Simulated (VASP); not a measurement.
# A vacancy on the Pt site in a supercell of ScPt, part 2 of 4

Aim: the formation energy and local structure of a vacancy on the Pt site in ScPt. The start is a cell from a database of measured crystal structures.

VASP 6.6.1, plane waves and PAW; the level of theory is named at each step.

Still holding for the runs below: The k-mesh is coarse for a metal.

So far. Step 2 (The host at zero pressure): The run ended after 3 ionic steps, 0.004 eV below its first step, once forces and stress met EDIFFG = -0.02.

## 3. The perfect supercell

Level of this step: PBEsol; plane waves and PAW (Pt, Sc_sv) (VASP).

System of this step: ScPt. The structure is cubic, space group Pm-3m (No. 221). The conventional cell has a = 3.253 Å, b = 3.253 Å, c = 3.253 Å, α = 90.00°, β = 90.00°, γ = 90.00°. Pt has 8 Sc at 2.82 Å nearest. Sc has 8 Pt at 2.82 Å nearest. Farther neighbours are not listed.

The same cell, mesh and cutoff without the defect give the energy to subtract and, in a gapped host, the band edges to count from, so that most errors cancel.

INCAR reads:

```
SYSTEM = ScPt
PREC = Normal
ENCUT = 300
EDIFF = 1E-05
NELM = 120
ISMEAR = 1
SIGMA = 0.2
LREAL = Auto
ALGO = Fast
GGA = PS
LORBIT = 11
LWAVE = .FALSE.
LCHARG = .FALSE.
KPAR = 4
```

POSCAR reads:

```
ScPt
1.0
    0.0000000000      6.5060209478      6.5060209478
    6.5060209478      0.0000000000      6.5060209478
    6.5060209478      6.5060209478      0.0000000000
Pt Sc
16 16
Direct
    0.0000000000      0.0000000000      0.0000000000
    0.5000000000      0.0000000000      0.0000000000
    0.0000000000      0.5000000000      0.0000000000
    0.0000000000      0.0000000000      0.5000000000
    0.2500000000      0.2500000000      0.2500000000
    0.5000000000      0.5000000000      0.0000000000
    0.5000000000      0.0000000000      0.5000000000
    0.7500000000      0.2500000000      0.2500000000
    0.0000000000      0.5000000000      0.5000000000
    0.2500000000      0.7500000000      0.2500000000
    0.2500000000      0.2500000000      0.7500000000
    0.5000000000      0.5000000000      0.5000000000
    0.7500000000      0.7500000000      0.2500000000
    0.7500000000      0.2500000000      0.7500000000
    0.2500000000      0.7500000000      0.7500000000
    0.7500000000      0.7500000000      0.7500000000
    0.1250000000      0.1250000000      0.1250000000
    0.6250000000      0.1250000000      0.1250000000
    0.1250000000      0.6250000000      0.1250000000
    0.1250000000      0.1250000000      0.6250000000
    0.3750000000      0.3750000000      0.3750000000
    0.6250000000      0.6250000000      0.1250000000
    0.6250000000      0.1250000000      0.6250000000
    0.8750000000      0.3750000000      0.3750000000
    0.1250000000      0.6250000000      0.6250000000
    0.3750000000      0.8750000000      0.3750000000
    0.3750000000      0.3750000000      0.8750000000
    0.6250000000      0.6250000000      0.6250000000
    0.8750000000      0.8750000000      0.3750000000
    0.8750000000      0.3750000000      0.8750000000
    0.3750000000      0.8750000000      0.8750000000
    0.8750000000      0.8750000000      0.8750000000
```

KPOINTS reads:

```
Automatic mesh
0
Gamma
3 3 3
0 0 0
```

PAW data sets: Pt and Sc_sv (PBE family, release 64).

Started as:

```bash
> mpirun -np 4 vasp_std
```

Output:

```text
[banner, memory and clock lines left out]
running    4 mpi-ranks, on    1 nodes
 distrk:  each k-point on    1 cores,    4 groups
 distr:  one band on    1 cores,    1 groups

 POSCAR found type information on POSCAR PtSc
 POSCAR found :  2 types and      32 ions
 [... a notice as in an earlier step ...]

 LDA part: xc-table for (Slater+PW92), standard interpolation
 POSCAR, INCAR and KPOINTS ok, starting setup
 FFT: planning ... GRIDC
 FFT: planning ... GRID_SOFT
 FFT: planning ... GRID
 WAVECAR not read
 entering main loop
       N       E                     dE             d eps       ncg     rms          rms(c)
DAV:   1     0.461557493434E+04    0.46156E+04   -0.10892E+05  1728   0.119E+03
DAV:   2     0.405965701330E+03   -0.42096E+04   -0.41232E+04  1632   0.573E+02
DAV:   3    -0.201288296052E+03   -0.60725E+03   -0.55907E+03  2741   0.199E+02
DAV:   4    -0.274365758166E+03   -0.73077E+02   -0.69495E+02  2624   0.714E+01
DAV:   5    -0.277986713883E+03   -0.36210E+01   -0.35113E+01  2600   0.195E+01    0.414E+01
RMM:   6    -0.257845328674E+03    0.20141E+02   -0.25271E+01  1672   0.227E+01    0.171E+01
RMM:   7    -0.255627831844E+03    0.22175E+01   -0.55833E+01  2227   0.191E+01    0.504E+00
RMM:   8    -0.255664995299E+03   -0.37163E-01   -0.46506E+00  2183   0.620E+00    0.294E+00
RMM:   9    -0.255690552611E+03   -0.25557E-01   -0.13490E+00  2221   0.259E+00    0.205E+00
RMM:  10    -0.255700772501E+03   -0.10220E-01   -0.30580E-01  2362   0.110E+00    0.842E-01
RMM:  11    -0.255693644556E+03    0.71279E-02   -0.88024E-02  2191   0.838E-01    0.417E-01
RMM:  12    -0.255692856384E+03    0.78817E-03   -0.34706E-02  2325   0.523E-01    0.931E-02
RMM:  13    -0.255694527257E+03   -0.16709E-02   -0.16697E-02  2463   0.198E-01    0.598E-02
RMM:  14    -0.255695001614E+03   -0.47436E-03   -0.47316E-03  2386   0.941E-02    0.583E-02
RMM:  15    -0.255695316406E+03   -0.31479E-03   -0.41344E-03  2213   0.799E-02    0.353E-02
RMM:  16    -0.255695486696E+03   -0.17029E-03   -0.17585E-03  2041   0.410E-02    0.113E-02
RMM:  17    -0.255695629455E+03   -0.14276E-03   -0.14377E-03  1488   0.326E-02    0.122E-02
RMM:  18    -0.255695691973E+03   -0.62519E-04   -0.66632E-04  1355   0.246E-02    0.272E-03
RMM:  19    -0.255695751712E+03   -0.59739E-04   -0.59178E-04  1336   0.176E-02    0.569E-03
RMM:  20    -0.255695778703E+03   -0.26990E-04   -0.27468E-04  1319   0.151E-02    0.217E-03
RMM:  21    -0.255695802519E+03   -0.23817E-04   -0.24175E-04  1309   0.114E-02    0.509E-03
RMM:  22    -0.255695813929E+03   -0.11410E-04   -0.11490E-04  1279   0.902E-03    0.279E-03
RMM:  23    -0.255695823618E+03   -0.96888E-05   -0.98967E-05  1268   0.768E-03
   1 F= -.25569582E+03 E0= -.25568246E+03  d E =-.400878E-01
```

The job ended after 53 s (4 MPI ranks of Intel Xeon 6975P-C (Granite Rapids), shared host; peak memory 1.3 GiB).

From OUTCAR (step 3):

```text
  LATTYP: Found a face centered cubic cell.
 ALAT       =    13.0120418956

The static configuration has the point symmetry O_h .

 Found      4 irreducible k-points:

   k-points           NKPTS =      4   k-points in BZ     NKDIM =      4   number of bands    NBANDS=    201

   dimension x,y,z NGX =    40 NGY =   40 NGZ =   40
   dimension x,y,z NGXF=    80 NGYF=   80 NGZF=   80

   ENCUT  =  300.0 eV  22.05 Ry    4.70 a.u.  12.99 12.99 12.99*2*pi/ulx,y,z

   NELECT =     336.0000    total number of electrons

 E-fermi :   8.0311

 k-point     1 :       0.0000    0.0000    0.0000
  band No.  band energies     occupation
    ...
    164       7.2814      2.00000
    165       7.2814      2.00000
    166       7.9349      1.71900
    167       7.9349      1.71900
    168       7.9349      1.71900
    169       8.3617     -0.04126
    170       8.3617     -0.04126
    171       8.3617     -0.04126
    172       8.3617     -0.04126
    173       8.3617     -0.04126
    ...

 k-point     2 :       0.3333    0.0000    0.0000
  band No.  band energies     occupation
    ...
    161       7.5790      2.00632
    162       7.5790      2.00632
    163       7.7178      2.04926
    164       7.7178      2.04926
    165       7.7178      2.04926
    166       8.3610     -0.04158
    167       8.3610     -0.04157
    168       8.3611     -0.04155
    169       8.4252     -0.01756
    170       8.4252     -0.01756
    ...

  Total        2.6006130      2.6006130      2.6006130      0.0000000     -0.0000000      0.0000000
  in kB        7.5650176      7.5650176      7.5650176      0.0000000     -0.0000000      0.0000000
  external PRESSURE =       7.5650176 kB  Pullay stress =       0.0000000 kB

  energy-cutoff  :      300.00
  volume of cell :      550.78
      direct lattice vectors                 reciprocal lattice vectors
     0.000000000  6.506020948  6.506020948    -0.076851889  0.076851889  0.076851889
     6.506020948  0.000000000  6.506020948     0.076851889 -0.076851889  0.076851889
     6.506020948  6.506020948  0.000000000     0.076851889  0.076851889 -0.076851889

 POSITION                                       TOTAL-FORCE (eV/Angst)
 -----------------------------------------------------------------------------------
      0.00000      0.00000      0.00000         0.000000      0.000000      0.000000
      0.00000      3.25301      3.25301         0.000000      0.000000     -0.000000
      3.25301      0.00000      3.25301        -0.000000     -0.000000     -0.000000
      3.25301      3.25301      0.00000        -0.000000     -0.000000     -0.000000
      3.25301      3.25301      3.25301        -0.000000     -0.000000     -0.000000
      3.25301      3.25301      6.50602        -0.000000     -0.000000     -0.000000
      3.25301      6.50602      3.25301        -0.000000     -0.000000     -0.000000
      3.25301      6.50602      6.50602         0.000000      0.000000      0.000000
      6.50602      3.25301      3.25301         0.000000      0.000000     -0.000000
      6.50602      3.25301      6.50602         0.000000      0.000000      0.000000
      6.50602      6.50602      3.25301        -0.000000     -0.000000      0.000000
      6.50602      6.50602      6.50602        -0.000000     -0.000000     -0.000000
      6.50602      6.50602      9.75903         0.000000      0.000000      0.000000
      6.50602      9.75903      6.50602         0.000000     -0.000000      0.000000
      9.75903      6.50602      6.50602        -0.000000     -0.000000     -0.000000
      9.75903      9.75903      9.75903         0.000000      0.000000      0.000000
      1.62651      1.62651      1.62651        -0.000000      0.000000     -0.000000
      1.62651      4.87952      4.87952        -0.000000     -0.000000     -0.000000
      4.87952      1.62651      4.87952        -0.000000      0.000000      0.000000
      4.87952      4.87952      1.62651         0.000000      0.000000      0.000000
      4.87952      4.87952      4.87952         0.000000      0.000000      0.000000
      4.87952      4.87952      8.13253        -0.000000      0.000000     -0.000000
      4.87952      8.13253      4.87952        -0.000000      0.000000     -0.000000
      4.87952      8.13253      8.13253         0.000000      0.000000     -0.000000
      8.13253      4.87952      4.87952         0.000000      0.000000      0.000000
      8.13253      4.87952      8.13253         0.000000     -0.000000      0.000000
      8.13253      8.13253      4.87952         0.000000      0.000000      0.000000
      8.13253      8.13253      8.13253         0.000000      0.000000      0.000000
      8.13253      8.13253     11.38554        -0.000000     -0.000000     -0.000000
      8.13253     11.38554      8.13253        -0.000000     -0.000000     -0.000000
     11.38554      8.13253      8.13253        -0.000000      0.000000      0.000000
     11.38554     11.38554     11.38554         0.000000     -0.000000      0.000000
 -----------------------------------------------------------------------------------
    total drift:                                0.000000     -0.000000     -0.000000

  FREE ENERGIE OF THE ION-ELECTRON SYSTEM (eV)
  ---------------------------------------------------
  free  energy   TOTEN  =      -255.6958236181 eV

  energy  without entropy=     -255.6557358171  energy(sigma->0) =     -255.68246102

 total charge
# of ion       s       p       d       tot
------------------------------------------
    1        0.805   0.477   8.077   9.359
    2        0.805   0.477   8.077   9.359
    3        0.805   0.477   8.077   9.359
    4        0.805   0.477   8.077   9.359
    5        0.805   0.477   8.077   9.359
    6        0.805   0.477   8.077   9.359
    7        0.805   0.477   8.077   9.359
    8        0.805   0.477   8.077   9.359
    9        0.805   0.477   8.077   9.359
   10        0.805   0.477   8.077   9.359
   11        0.805   0.477   8.077   9.359
   12        0.805   0.477   8.077   9.359
   13        0.805   0.477   8.077   9.359
   14        0.805   0.477   8.077   9.359
   15        0.805   0.477   8.077   9.359
   16        0.805   0.477   8.077   9.359
   17        2.257   6.202   1.029   9.489
   18        2.257   6.202   1.029   9.489
   19        2.257   6.202   1.029   9.489
   20        2.257   6.202   1.029   9.489
   21        2.257   6.202   1.029   9.489
   22        2.257   6.202   1.029   9.489
   23        2.257   6.202   1.029   9.489
   24        2.257   6.202   1.029   9.489
   25        2.257   6.202   1.029   9.489
   26        2.257   6.202   1.029   9.489
   27        2.257   6.202   1.029   9.489
   28        2.257   6.202   1.029   9.489
   29        2.257   6.202   1.029   9.489
   30        2.257   6.202   1.029   9.489
   31        2.257   6.202   1.029   9.489
   32        2.257   6.202   1.029   9.489
--------------------------------------------------
tot         48.995 106.865 145.696 301.557

[... 1 part as in an earlier step ...]

[... 5 further parts left out ...]
```

This step gave:

| Property | Result |
| --- | --- |
| electronic cycles | 23 |
| electrons | 336 |
| free energy (TOTEN) | -255.6958 eV |
| energy at zero smearing | -255.6825 eV |
| Fermi energy | 8.031 eV |

The host is treated as a metal, as its relaxation found a gap under 0.3 eV or none, and only the neutral defect is run.

[end of part 2 of 4]

[Lines on the potential files, build, host, timing and source positions are cut from VASP's logs without a mark.]

[Logs are printed without paths, hosts, clocks, repeated set-up lines and the standing remarks that a program may print on its own settings, such as how far it seeks lower states.]

[Hosts, paths, dates, database ids (printed as entryN), source tags and the programs' standing remarks are cut or masked in the printed files.]

[In band tables of VASP the shares of atoms and orbitals are scaled to a sum of 1 inside the atoms' spheres.]

[Runs that stopped without an error message from VASP are left out.]
